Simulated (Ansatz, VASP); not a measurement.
# Two plane-wave programs on AgCl

```
Ag Cl
1.0
     1.96596    1.13505    3.18400
    -1.96596    1.13505    3.18400
     0.00000   -2.27009    3.18400
Ag Cl
1 1
Direct
  0.97605 0.97605 0.97605
  0.52395 0.52395 0.52395
```

Alike in both runs: task relaxation of cell and atoms; functional PBE; k mesh 6 × 6 × 6; occupations gaussian, width 0.1 eV; no spin polarisation.

|  | VASP | Ansatz |
| --- | --- | --- |
| version | VASP 6.6.1 | Ansatz 0.2.0 |
| potentials or method | VASP PAW PBE potentials, release 64 (Ag, Cl) | scalar-relativistic, plane waves, PAW |
| plane-wave cutoff (eV) | 600 | 420 |
| valence electrons in the cell | 18 | 26 |

```csv
,VASP,Ansatz,Ansatz less VASP
"gap on the k mesh at the Fermi level, each at its own relaxed structure (eV)",0.91,0.92,+0.001
relaxed volume (Å³/atom),21.92,22.15,+0.226
relaxed cell length with the largest relative difference (Å),3.964,3.956,-0.0075
energy change over the relaxation (meV/atom),-60,-61,-1.4
```

The two sets of potentials don't hold the same shells in valence.

A k mesh can miss the band edges. As with any semilocal functional, this PBE gap is likely too small.
